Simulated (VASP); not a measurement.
A run of VASP 6.6.1 is set up as follows.

Contents of INCAR:

```
PREC = Accurate
ENCUT = 520
EDIFF = 1E-6
ISMEAR = -1
SIGMA = 0.1
LREAL = F
LASPH = T
NELM = 60
ALGO = Normal
ISIF = 2
LWAVE = F
LCHARG = T
GGA = RE
LELF = T
LVHAR = T
NBANDS = 12
```

File KPOINTS:

```
regular mesh
0
Gamma
  15 15 15
```

The input POSCAR:

```
Ga
1.0
   -1.7236490261      1.7236490261      1.7236490261
    1.7236490261     -1.7236490261      1.7236490261
    1.7236490261      1.7236490261     -1.7236490261
Ga
1
Direct
    0.0000000000      0.0000000000      0.0000000000
```

Potentials or basis: VASP PAW PBE potentials, release 64 (Ga_d).

The run is started by

```bash
$ cat potpaw_PBE.64/Ga_d/POTCAR > POTCAR
$ mpirun -np 1 vasp_std > vasp.out
```

(1) Predict the band gap on the k mesh.

(2) What does it give for the pressure?

Answers

(1) none (metal or under the smearing width).

(2) -1.5 GPa.

Caveat: the PAW data sets were made with another functional, which shifts forces and pressure a little.
